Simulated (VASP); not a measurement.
Crystal: BP.

```
P B
1.0
     0.00000    2.26900    2.26900
     2.26900    0.00000    2.26900
     2.26900    2.26900    0.00000
P B
1 1
Direct
  0.75000 0.75000 0.75000
  0.00000 0.00000 0.00000
```

Base run:

```yaml
Program: VASP 6.6.1
Functional: TB-mBJ
Potentials_or_basis: VASP PAW PBE potentials, release 64 (P, B)
Cutoff: 520 eV
k_mesh: 10 × 10 × 10
Occupations: fermi-dirac, width 0.05 eV
Spin: no spin polarisation
```

Its results: band gap on the k mesh 2.08 eV, indirect (least direct gap 4.27 eV).

After a change of settings the same cell gave: band gap on the k mesh 1.45 eV, indirect (least direct gap 3.64 eV). Which change was it?
A. functional from TB-mBJ to r2SCAN
B. functional from TB-mBJ to PBE
C. functional from TB-mBJ to LDA; potentials or basis from VASP PAW PBE potentials, release 64 (P, B) to VASP PAW LDA potentials, release 64 (P, B)
D. functional from TB-mBJ to RPBE

A.

Not every run made on this cell is shown here.
